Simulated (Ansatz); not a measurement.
A run of Ansatz 0.2.0 is set up as follows.

The input input.yaml:

```yaml
crystal:
  lattice:
    - [2.5307640267, 0.0, 0.0]
    - [-1.2653820134, 2.1917059381, 0.0]
    - [0.0, 0.0, 8.26181508]
  atoms:
    - { symbol: Cu, position: [0.6666666667, 0.3333333333, 0.75] }
    - { symbol: Cu, position: [0.0, 0.0, 0.5] }
    - { symbol: Cu, position: [0.3333333333, 0.6666666667, 0.25] }
    - { symbol: Cu, position: [0.0, 0.0, 0.0] }
hamiltonian:
  xc: pbe
  pseudopotentials: { kind: paw }
kpoints:
  mp_grid: { grid: [12, 12, 4] }
scf:
  occupations: { method: fermi_dirac, width: 0.05 }
output:
  forces: true
  stress: true
  eigenvalues: true
relax:
  f_tol: 0.01
  max_steps: 40
  cell: { stress_tol: 0.05 }
```

Potentials or basis: Ansatz PAW.

Run with:

```console
$ ansatz run input.yaml --threads 2 --pin off --max-ram 5632MiB --backend cpu --events-out ev --progress --plain --runs-dir out
```

(1) Estimate the band gap on the k mesh.

(2) What does it give for the space group after relaxing (to 0.05 Å)?

Results:

(1) none (metal or under the smearing width).

(2) P6_3/mmc (No. 194).
